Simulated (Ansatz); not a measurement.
Input of an Ansatz 0.2.0 run:

input.yaml

```yaml
crystal:
  lattice:
    - [3.653659, 0.0, 0.0]
    - [0.0, 3.653659, 0.0]
    - [0.0, 0.0, 3.653659]
  atoms:
    - { symbol: Pb, position: [0.0, 0.0, 0.0] }
    - { symbol: S, position: [0.5, 0.5, 0.5] }
hamiltonian:
  xc: blyp
  pseudopotentials: { kind: paw }
kpoints:
  mp_grid: { grid: [7, 7, 7] }
  band_path:
    path:
      - [[0.0, 0.0, 0.0], [0.0, 0.5, 0.0], [0.5, 0.5, 0.0], [0.0, 0.0, 0.0], [0.5, 0.5, 0.5], [0.0, 0.5, 0.0]]
      - [[0.5, 0.5, 0.0], [0.5, 0.5, 0.5]]
    npoints: 14
scf:
  occupations: { method: fermi_dirac, width: 0.05 }
  n_extra_bands: 6
output:
  forces: true
  stress: true
  eigenvalues: true
  fatbands: false
```

Potentials or basis: Ansatz PAW.

Launch:

```sh
$ ansatz run input.yaml --threads 2 --pin off --max-ram 5632MiB --backend cpu --events-out ev --progress --plain --runs-dir out
```

Problem. Predict the band gap along the path.

Solution. None (metal or under the smearing width).

Problem. Predict the pressure.

Solution. 4.4 GPa.

Levels at the corners of the path, in eV from the Fermi level:
```csv
point,band 8,band 9,band 10,band 11,band 12,band 13
Γ,-1.53,-1.53,-1.53,5.83,5.83,6.41
X,-0.42,-0.42,-0.12,0.42,3.90,3.90
M,-4.28,-4.28,-0.24,4.19,4.19,5.76
Γ,-1.53,-1.53,-1.53,5.83,5.83,6.41
R,-2.24,-2.24,-2.24,-0.36,-0.36,-0.36
X,-0.42,-0.42,-0.12,0.42,3.90,3.90
M,-4.28,-4.28,-0.24,4.19,4.19,5.76
R,-2.24,-2.24,-2.24,-0.36,-0.36,-0.36
```

Caveat: spin-orbit coupling is left out, which moves the levels of the heavy elements; the PAW data sets come from PBE, with cores solved anew for the run's functional, which leaves a small shift of forces and pressure.
